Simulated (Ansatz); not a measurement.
# Hf3Si2: response to uniaxial strain along c

The task here is to estimate one member of a computed series from the others.

Program: Ansatz 0.2.0. Level of theory: DFT PBEsol, scalar-relativistic, plane waves, PAW. These are calculated values, not measurements.

2 further runs of the same task are left out: 2 set aside as unsound or not needed.

### The starting structure

The structure is tetragonal, space group P4/mbm (No. 127). Conventional cell: a = 6.976 Å, b = 6.976 Å, c = 3.607 Å, α = 90.00°, β = 90.00°, γ = 90.00°. Around Hf (site symmetry m2m) lie 6 Si at 2.69 to 2.77 Å. Around Hf (site symmetry 4/m) lie 4 Si at 2.76 Å and 8 Hf at 3.15 Å. Around Si (site symmetry m2m) lie 1 Si at 2.44 Å and 8 Hf at 2.69 to 2.77 Å.

Coordinates:

```
CELL_PARAMETERS angstrom
6.97646 0.00000 0.00000
0.00000 6.97646 0.00000
0.00000 0.00000 3.60703
ATOMIC_POSITIONS crystal
Hf 0.67386 0.82614 0.50000
Hf 0.82614 0.32614 0.50000
Hf 0.32614 0.17386 0.50000
Hf 0.17386 0.67386 0.50000
Hf 0.50000 0.50000 0.00000
Hf 0.00000 0.00000 0.00000
Si 0.62381 0.12381 0.00000
Si 0.87619 0.62381 0.00000
Si 0.12381 0.37619 0.00000
Si 0.37619 0.87619 0.00000
```

It goes back to an entry of the Materials Project, which need not be the stable form.

This cell was relaxed beforehand with the same method: volume 17.56 Å³/atom, gap on the mesh none (metal).

The first run:

input.yaml

```yaml
crystal:
  lattice:
    - [6.9764609882, 0.0, 0.0]
    - [0.0, 6.9764609882, 0.0]
    - [0.0, 0.0, 3.6070281195]
  atoms:
    - { symbol: Hf, position: [0.6738642686, 0.8261357314, 0.5] }
    - { symbol: Hf, position: [0.8261357314, 0.3261357314, 0.5] }
    - { symbol: Hf, position: [0.3261357314, 0.1738642686, 0.5] }
    - { symbol: Hf, position: [0.1738642686, 0.6738642686, 0.5] }
    - { symbol: Hf, position: [0.5, 0.5, 0.0] }
    - { symbol: Hf, position: [0.0, 0.0, 0.0] }
    - { symbol: Si, position: [0.6238117758, 0.1238117758, 0.0] }
    - { symbol: Si, position: [0.8761882242, 0.6238117758, 0.0] }
    - { symbol: Si, position: [0.1238117758, 0.3761882242, 0.0] }
    - { symbol: Si, position: [0.3761882242, 0.8761882242, 0.0] }
basis:
  ecutwfc: 420
kpoints:
  mp_grid: { grid: [6, 6, 10] }
hamiltonian:
  xc: pbesol
scf:
  occupations: { method: gaussian, width: 0.1 }
output:
  forces: true
  stress: true
  eigenvalues: true
```

On the command line:

```sh
ansatz run input.yaml --threads 2 --pin off --max-ram 5120MiB --backend cpu --events-out ev --progress --plain --runs-dir out
```

Steps of the session up to this table: Reference cell for the strains; Strain -2.0 %; At +2.0 %; The cell strained by -4.0 %; At +4.0 %.

One of the session's tables, all rows but one given; the rest of the session is left out.

It belongs to the step «Energy and stress against strain (a metal throughout)». Lengths are those of the vectors of the cell that was run; stresses in GPa:

```
strain (%)  ΔE (meV/atom)  a (Å)  b (Å)  c (Å)
      -4.0           14.7  7.059  7.059  3.463
      -2.0            4.0  7.015  7.015  3.535
      +0.0            0.0  6.976  6.976  3.607
      +2.0              ?      ?      ?      ?
      +4.0           12.6  6.906  6.906  3.751
```

Q: Estimate the row for strain (%) = +2.0 from the others.

Worked estimate for «ΔE (meV/atom)». A straight line through the neighbours (0.0, 0.0) and (4.0, 12.6) gives 0.0 + (12.6 − 0.0) × (2.0 − 0.0) / (4.0 − 0.0) = 6.3; a parabola fitted to 3 rows on both sides gives 2.9.

As computed: ΔE (meV/atom): 3.2; a (Å): 6.939; b (Å): 6.939; c (Å): 3.679. In «ΔE (meV/atom)» the line misses by +3.1 and the parabola by -0.3.

ΔE is over the unstrained cell. Stress in GPa, positive in compression, on the Cartesian axes of the input. 
